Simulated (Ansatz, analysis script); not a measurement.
# Zigzag Ni chain, bond 2.282 Å: which texture of moments is lowest, part 2 of 2

Wanted: the lowest arrangement of moments that fits this cell of a zigzag Ni chain, bond 2.282 Å.

Ansatz 0.2.0; PBE, PAW set soft_1.

So far, largest spin moment in the atom's sphere (μB): step 2 (starting state) 0.930; step 4 (start: ferro) 0.958.

## Step 5: Start: collinear ++--

Level of this step: Ansatz DFT on spinors from a typed pattern of moment directions; PBE, PAW set soft_1; PAW set soft_1 (Ansatz).

A symmetric pattern; a run keeps it where it is stationary.

File input.yaml:

```yaml
crystal:
  lattice:
    - [12.0, 0.0, 0.0]
    - [0.0, 12.0, 0.0]
    - [0.0, 0.0, 5.4768]
  atoms:
    - { symbol: Ni, position: [0.4239333333, 0.5, 0.0], spin: 0.96, spin_axis: [0.0, 0.0, 1.0] }
    - { symbol: Ni, position: [0.4239333333, 0.5, 0.5], spin: 0.96, spin_axis: [0.0, 0.0, 1.0] }
    - { symbol: Ni, position: [0.5760666667, 0.5, 0.25], spin: 0.96, spin_axis: [0.0, 0.0, -1.0] }
    - { symbol: Ni, position: [0.5760666667, 0.5, 0.75], spin: 0.96, spin_axis: [0.0, 0.0, -1.0] }
kpoints:
  mp_grid: { grid: [1, 1, 20] }
hamiltonian:
  xc: pbe
  pseudopotentials: { kind: paw, azcp: { folder: soft_1 } }
scf:
  occupations: { method: fermi_dirac, width: 0.05 }
  max_iter: 120
  convergence: { dr2_threshold: 1.0e-08 }
  lower_state_search: "off"
basis:
  ecutwfc: 420.0
magnetization:
  noncollinear: true
output:
  write_density: true
  write_potential: true
  elf: true
  volumetric_format: npy
```

On the command line:

```console
$ ansatz run input.yaml --threads 2 --pin off --max-ram 8192MiB --backend cpu --events-out ev --progress --plain --runs-dir out
```

Numbers of over 12 decimals in the logs are rounded to 6 here.

The program printed:

```text
[...]
Crystal: 4 atoms, lattice volume = 788.659 Å³
Basis set: ecut = 420 eV, 15387 PW (Γ)
Bands: 88, of which v1, the nominal top of the filled ones, is band 72 counted from 1 (71 counted from 0)
Symmetry: 16 space group operations + 16 with time reversal
[...]
k-points: 11 of 20
[...]
Starting moments: Σ|m| = 3.84 μB on 4 of 4 sites
[...]
k-point 0: bands = [... 68 lower, -3.1861, -3.1861, -2.9528, -2.9528, -2.8824, -2.8824, -2.8004, -2.8004, ... 12 higher]
  k-point 1: bands = [... 68 lower, -3.1799, -3.1799, -2.9381, -2.9381, -2.8900, -2.8900, -2.8117, -2.8117, ... 12 higher]
  k-point 2: bands = [... 68 lower, -3.1647, -3.1647, -2.9110, -2.9110, -2.8951, -2.8951, -2.8434, -2.8434, ... 12 higher]
  k-point 10: bands = [... 68 lower, -3.1498, -3.1498, -3.1498, -3.1498, -3.0586, -3.0586, -3.0586, -3.0586, ... 12 higher]
[key lines of the parts left out:]
SCF converged after 24 iterations
Magnetization: |M| = 0.0000 μB,  M = (+0.0000, +0.0000, -0.0000) μB
Free energy (F): -23349.438251 eV
Fermi energy:    -3.029811 eV
```

Wall time 3.9 min (2 threads of Arm Neoverse V1, shared host); peak memory 2.9 GiB.

It ends antiferromagnetic; the largest site carries 0.363 μB.

Spin moment in the atom's sphere by atom:

| atom | x (μB) | y (μB) | z (μB) | size |
| --- | --- | --- | --- | --- |
| Ni1 | 0.000 | 0.000 | 0.363 | 0.363 |
| Ni2 | 0.000 | 0.000 | 0.363 | 0.363 |
| Ni3 | 0.000 | 0.000 | -0.363 | 0.363 |
| Ni4 | 0.000 | 0.000 | -0.363 | 0.363 |

## Step 6: Start: 90 degrees in a plane

input.yaml, the sections that differ from step 5:

```yaml
crystal:
  lattice:
    - [12.0, 0.0, 0.0]
    - [0.0, 12.0, 0.0]
    - [0.0, 0.0, 5.4768]
  atoms:
    - { symbol: Ni, position: [0.4239333333, 0.5, 0.0], spin: 0.96, spin_axis: [1.0, 0.0, 0.0] }
    - { symbol: Ni, position: [0.4239333333, 0.5, 0.5], spin: 0.96, spin_axis: [0.0, 1.0, 0.0] }
    - { symbol: Ni, position: [0.5760666667, 0.5, 0.25], spin: 0.96, spin_axis: [-1.0, 0.0, 0.0] }
    - { symbol: Ni, position: [0.5760666667, 0.5, 0.75], spin: 0.96, spin_axis: [0.0, -1.0, 0.0] }
# kpoints, hamiltonian, scf, basis, magnetization: as in step 5
# output: removed
```

The program printed:

```text
[...]
Crystal: 4 atoms, lattice volume = 788.659 Å³
Basis set: ecut = 420 eV, 15387 PW (Γ)
Bands: 88, of which v1, the nominal top of the filled ones, is band 72 counted from 1 (71 counted from 0)
Symmetry: 8 space group operations + 8 with time reversal
[...]
k-points: 11 of 20
[...]
Starting moments: Σ|m| = 3.84 μB on 4 of 4 sites
[...]
site 1: m = (-0.4988, +0.4987, +0.0000) μB, |m| = 0.7053 μB  (R = 0.94 Å)
  site 2: m = (-0.4987, +0.4988, +0.0000) μB, |m| = 0.7053 μB  (R = 0.94 Å)
  site 3: m = (+0.4988, -0.4987, -0.0000) μB, |m| = 0.7053 μB  (R = 0.94 Å)
Free energy (F): -23349.654585 eV
[...]
Internal energy: -23349.570024 eV  (E = F + TS)
E sigma→0 (E₀):  -23349.612304 eV
Entropy (-TS):   -0.084561 eV (-21.140 meV/atom)
Fermi energy:    -2.988155 eV
[...]
[key lines of the parts left out:]
SCF converged after 25 iterations
Magnetization: |M| = 0.0000 μB,  M = (-0.0000, -0.0000, -0.0000) μB
```

Elapsed: 3.4 min, on 2 threads; peak memory 2.5 GiB.

It ends antiferromagnetic; the largest site carries 0.705 μB.

Spin moment in the atom's sphere by atom:

| atom | x (μB) | y (μB) | z (μB) | size |
| --- | --- | --- | --- | --- |
| Ni1 | 0.499 | -0.499 | 0.000 | 0.705 |
| Ni2 | -0.499 | 0.499 | 0.000 | 0.705 |
| Ni3 | -0.499 | 0.499 | 0.000 | 0.705 |
| Ni4 | 0.499 | -0.499 | 0.000 | 0.705 |

Between step 5 and this run (other starting moments and pattern 90 degrees in a plane) the value for the largest spin moment in the atom's sphere moves from 0.363 μB to 0.705 μB (+94 %).

## Step 7: Start: random 2

Random directions favour no pattern, so the moments can find one that was not thought of.

input.yaml, the sections that differ from step 6:

```yaml
crystal:
  lattice:
    - [12.0, 0.0, 0.0]
    - [0.0, 12.0, 0.0]
    - [0.0, 0.0, 5.4768]
  atoms:
    - { symbol: Ni, position: [0.4239333333, 0.5, 0.0], spin: 0.96, spin_axis: [-0.082879, 0.92727, -0.365104] }
    - { symbol: Ni, position: [0.4239333333, 0.5, 0.5], spin: 0.96, spin_axis: [0.888718, -0.037052, -0.456955] }
    - { symbol: Ni, position: [0.5760666667, 0.5, 0.25], spin: 0.96, spin_axis: [-0.15562, 0.717268, -0.679197] }
    - { symbol: Ni, position: [0.5760666667, 0.5, 0.75], spin: 0.96, spin_axis: [-0.062833, -0.921774, -0.382602] }
# kpoints, hamiltonian, scf, basis, magnetization: as in step 6
```

The program printed:

```text
[...]
Crystal: 4 atoms, lattice volume = 788.659 Å³
Basis set: ecut = 420 eV, 15387 PW (Γ)
Bands: 88, of which v1, the nominal top of the filled ones, is band 72 counted from 1 (71 counted from 0)
Symmetry: 2 space group operations
[...]
k-points: 20
[...]
Starting moments: Σ|m| = 3.84 μB on 4 of 4 sites
[...]
site 1: m = (+0.3515, +0.2432, -0.8570) μB, |m| = 0.9577 μB  (R = 0.94 Å)
  site 2: m = (+0.3516, +0.2432, -0.8570) μB, |m| = 0.9577 μB  (R = 0.94 Å)
  site 3: m = (+0.3516, +0.2432, -0.8570) μB, |m| = 0.9577 μB  (R = 0.94 Å)
Free energy (F): -23349.948346 eV
[...]
Internal energy: -23349.839239 eV  (E = F + TS)
E sigma→0 (E₀):  -23349.893792 eV
Entropy (-TS):   -0.109107 eV (-27.277 meV/atom)
Fermi energy:    -3.047564 eV
[...]
[key lines of the parts left out:]
SCF converged after 63 iterations
Magnetization: |M| = 4.0671 μB,  M = (+1.4930, +1.0326, -3.6395) μB
```

It took 13 min on 2 threads; peak memory 3.1 GiB; 26 min of CPU time.

It ends ferromagnetic; the largest site carries 0.958 μB.

Spin moment in the atom's sphere by atom:

| atom | x (μB) | y (μB) | z (μB) | size |
| --- | --- | --- | --- | --- |
| Ni1 | 0.352 | 0.243 | -0.857 | 0.958 |
| Ni2 | 0.352 | 0.243 | -0.857 | 0.958 |
| Ni3 | 0.352 | 0.243 | -0.857 | 0.958 |
| Ni4 | 0.352 | 0.243 | -0.857 | 0.958 |

## Step 8: Start: collinear +-+-

input.yaml, the sections that differ from step 7:

```yaml
crystal:
  lattice:
    - [12.0, 0.0, 0.0]
    - [0.0, 12.0, 0.0]
    - [0.0, 0.0, 5.4768]
  atoms:
    - { symbol: Ni, position: [0.4239333333, 0.5, 0.0], spin: 0.96, spin_axis: [0.0, 0.0, 1.0] }
    - { symbol: Ni, position: [0.4239333333, 0.5, 0.5], spin: 0.96, spin_axis: [0.0, 0.0, -1.0] }
    - { symbol: Ni, position: [0.5760666667, 0.5, 0.25], spin: 0.96, spin_axis: [0.0, 0.0, 1.0] }
    - { symbol: Ni, position: [0.5760666667, 0.5, 0.75], spin: 0.96, spin_axis: [0.0, 0.0, -1.0] }
# kpoints, hamiltonian, scf, basis, magnetization: as in step 7
```

The program printed:

```text
[...]
Crystal: 4 atoms, lattice volume = 788.659 Å³
Basis set: ecut = 420 eV, 15387 PW (Γ)
Bands: 88, of which v1, the nominal top of the filled ones, is band 72 counted from 1 (71 counted from 0)
Symmetry: 8 space group operations + 8 with time reversal
[...]
k-points: 11 of 20
[...]
Starting moments: Σ|m| = 3.84 μB on 4 of 4 sites
[...]
site 1: m = (+0.0000, +0.0000, -0.7053) μB, |m| = 0.7053 μB  (R = 0.94 Å)
  site 2: m = (+0.0000, +0.0000, +0.7053) μB, |m| = 0.7053 μB  (R = 0.94 Å)
  site 3: m = (+0.0000, +0.0000, -0.7053) μB, |m| = 0.7053 μB  (R = 0.94 Å)
Free energy (F): -23349.654585 eV
[...]
Internal energy: -23349.570025 eV  (E = F + TS)
E sigma→0 (E₀):  -23349.612305 eV
Entropy (-TS):   -0.084560 eV (-21.140 meV/atom)
Fermi energy:    -2.988136 eV
[...]
[key lines of the parts left out:]
SCF converged after 21 iterations
Magnetization: |M| = 0.0000 μB,  M = (+0.0000, +0.0000, -0.0000) μB
```

The job ended after 2.7 min (2 threads; peak memory 2.5 GiB).

It ends antiferromagnetic; the largest site carries 0.705 μB.

For the largest spin moment in the atom's sphere, step 5 gave 0.363 μB; this run, with other starting moments and pattern collinear +-+-, gives 0.705 μB (+94 %).

## Step 9: Start: random 1

input.yaml, the sections that differ from step 8:

```yaml
crystal:
  lattice:
    - [12.0, 0.0, 0.0]
    - [0.0, 12.0, 0.0]
    - [0.0, 0.0, 5.4768]
  atoms:
    - { symbol: Ni, position: [0.4239333333, 0.5, 0.0], spin: 0.96, spin_axis: [-0.417596, 0.234879, 0.87775] }
    - { symbol: Ni, position: [0.4239333333, 0.5, 0.5], spin: 0.96, spin_axis: [0.684662, 0.624505, -0.375808] }
    - { symbol: Ni, position: [0.5760666667, 0.5, 0.25], spin: 0.96, spin_axis: [-0.808353, -0.237911, 0.538482] }
    - { symbol: Ni, position: [0.5760666667, 0.5, 0.75], spin: 0.96, spin_axis: [-0.665918, 0.684361, -0.296989] }
# kpoints, hamiltonian, scf, basis, magnetization: as in step 8
```

The program printed:

```text
[...]
Crystal: 4 atoms, lattice volume = 788.659 Å³
Basis set: ecut = 420 eV, 15387 PW (Γ)
Bands: 88, of which v1, the nominal top of the filled ones, is band 72 counted from 1 (71 counted from 0)
Symmetry: 2 space group operations
[...]
k-points: 20
[...]
Starting moments: Σ|m| = 3.84 μB on 4 of 4 sites
[...]
k-point 0: bands = [... 68 lower, -3.3071, -3.2799, -3.1712, -3.0846, -3.0120, -2.8219, -2.8123, -2.5265, ... 12 higher]
  k-point 1: bands = [... 68 lower, -3.2953, -3.2935, -3.1484, -3.0950, -3.0024, -2.8225, -2.8068, -2.5393, ... 12 higher]
  k-point 2: bands = [... 68 lower, -3.2530, -3.2490, -3.1170, -3.1075, -2.9823, -2.8509, -2.7620, -2.5756, ... 12 higher]
  k-point 19: bands = [... 68 lower, -3.2953, -3.2935, -3.1484, -3.0950, -3.0024, -2.8225, -2.8068, -2.5393, ... 12 higher]
[key lines of the parts left out:]
SCF converged after 69 iterations
Magnetization: |M| = 4.0678 μB,  M = (-2.6916, +2.2840, +2.0212) μB
Free energy (F): -23349.948449 eV
Fermi energy:    -3.047414 eV
```

It took 30 min on 2 threads; peak memory 5.7 GiB.

It ends ferromagnetic; the largest site carries 0.957 μB.

## Step 10: Start: tetrahedral

input.yaml, the sections that differ from step 9:

```yaml
crystal:
  lattice:
    - [12.0, 0.0, 0.0]
    - [0.0, 12.0, 0.0]
    - [0.0, 0.0, 5.4768]
  atoms:
    - { symbol: Ni, position: [0.4239333333, 0.5, 0.0], spin: 0.96, spin_axis: [0.57735, 0.57735, 0.57735] }
    - { symbol: Ni, position: [0.4239333333, 0.5, 0.5], spin: 0.96, spin_axis: [0.57735, -0.57735, -0.57735] }
    - { symbol: Ni, position: [0.5760666667, 0.5, 0.25], spin: 0.96, spin_axis: [-0.57735, 0.57735, -0.57735] }
    - { symbol: Ni, position: [0.5760666667, 0.5, 0.75], spin: 0.96, spin_axis: [-0.57735, -0.57735, 0.57735] }
# kpoints, hamiltonian, scf, basis, magnetization: as in step 9
```

The program printed:

```text
[...]
Crystal: 4 atoms, lattice volume = 788.659 Å³
Basis set: ecut = 420 eV, 15387 PW (Γ)
Bands: 88, of which v1, the nominal top of the filled ones, is band 72 counted from 1 (71 counted from 0)
Symmetry: 8 space group operations + 8 with time reversal
[...]
k-points: 11 of 20
[...]
Starting moments: Σ|m| = 3.84 μB on 4 of 4 sites
[...]
site 1: m = (-0.0000, -0.4623, -0.4623) μB, |m| = 0.6538 μB  (R = 0.94 Å)
  site 2: m = (+0.0000, +0.4623, -0.4623) μB, |m| = 0.6538 μB  (R = 0.94 Å)
  site 3: m = (+0.0000, -0.4623, +0.4623) μB, |m| = 0.6538 μB  (R = 0.94 Å)
Free energy (F): -23349.596561 eV
[...]
Internal energy: -23349.435592 eV  (E = F + TS)
E sigma→0 (E₀):  -23349.516077 eV
Entropy (-TS):   -0.160969 eV (-40.242 meV/atom)
Fermi energy:    -2.981637 eV
[...]
[key lines of the parts left out:]
SCF converged after 26 iterations
Magnetization: |M| = 0.0000 μB,  M = (-0.0000, +0.0000, -0.0000) μB
```

Elapsed: 3.7 min, on 2 threads; peak memory 2.5 GiB; 7.3 min of CPU time.

It ends coplanar compensated; the largest site carries 0.654 μB.

## Step 11: Another try

A test of how the program answers to a changed input.

Changes to input.yaml since step 10:

```diff
@@ -11,3 +11,3 @@
 kpoints:
-  mp_grid: { grid: [1, 1, 20] }
+  mp_grid: { grid: [0, 1, 20] }
 hamiltonian:
```

On the command line:

```console
$ ansatz run input.yaml --threads 4 --pin off --max-ram 16384MiB --backend cpu --events-out ev --progress --plain --runs-dir out
```

The program printed:

```text
Error: invalid value for `kpoints.mp_grid.grid`: each dimension must be in 1..=255
```

The job ended after 0.05 s (4 threads; peak memory 0.057 GiB).

The input was rejected at the start.

The program's message: “Error: invalid value for `kpoints.mp_grid.grid`: each dimension must be in 1..=255”

The change that led to it: kpoints.mp_grid.grid = [0, 1, 20].

## Step 12: The textures side by side

The last two columns average e·e over the pairs of the two nearest shells of magnetic atoms: 1 is parallel, −1 opposed.

The states reached:

| start | final state | energy (meV/magnetic atom) | net moment (μB/cell) | mean moment (μB) | least moment (μB) | typed angles to the first (deg) | final angles to the first (deg) | triple product of the first three | mean cosine, nearest magnetic neighbours | second shell |
| --- | --- | --- | --- | --- | --- | --- | --- | --- | --- | --- |
| ferro | ferromagnetic | 0.0258 | 4.067 | 0.9577 | 0.9577 | 0 0 0 | 0 0 0 | 0 | 1 | 1 |
| collinear ++-- | antiferromagnetic | 127.5 | 0 | 0.3634 | 0.3634 | 0 180 180 | 0 180 180 | 0 | -1 | 1 |
| 90 degrees in a plane | antiferromagnetic | 73.47 | 0 | 0.7053 | 0.7053 | 90 180 90 | 180 180 0 | 0 | 0 | -1 |
| random 2 | ferromagnetic | 0.0258 | 4.067 | 0.9577 | 0.9577 | 87 22 135 | 0 0 0 | 0 | 1 | 1 |
| collinear +-+- | antiferromagnetic | 73.47 | 0 | 0.7053 | 0.7053 | 180 0 180 | 180 0 180 | 0 | 0 | -1 |
| random 1 | ferromagnetic | 0 | 4.068 | 0.9571 | 0.9571 | 118 41 80 | 0 0 0 | 0 | 1 | 1 |
| tetrahedral | coplanar compensated | 87.97 | 0 | 0.6538 | 0.6538 | 109 109 109 | 180 90 90 | 0 | 0 | -1 |

## Step 13: Outcome

```
lowest state found                                    : ferromagnetic
mean cosine between nearest magnetic neighbours there : 1.0
net moment of the lowest state                        : 4.07 μB a cell
mean moment in the lowest state                       : 0.957 μB
```

The lowest state found is ferromagnetic, reached from the start «random 1», 73.5 meV a magnetic atom under the next one (antiferromagnetic). 3 of the 7 converged starts end within 0.1 meV of the lowest. 4 starts left the typed angles, so their energies belong to the state reached. The size of the moments hangs strongly on the pattern. Without spin–orbit coupling only the angles between moments count. Only the listed patterns were tried. The 7 spinor runs took 59 min of wall time, added up. Energies are free energies at a smearing of 0.05 eV, and with partly filled levels differences shift, at times strongly, as the smearing goes to zero. The cell was taken as built, with atoms unrelaxed. In doubt: the program's search for lower states was switched off, so a lower magnetic state than those reached may exist.

[Logs and program files are shortened in this print: banners, set-up blocks, solver, clock and traceback lines can be left out without a mark of their own.]

[Logs are printed without paths, hosts, clocks, repeated set-up lines and the standing remarks that a program may print on its own settings, such as how far it seeks lower states.]

[Hosts, paths, dates, database ids (printed as entryN), source tags and the programs' standing remarks are cut or masked in the printed files.]
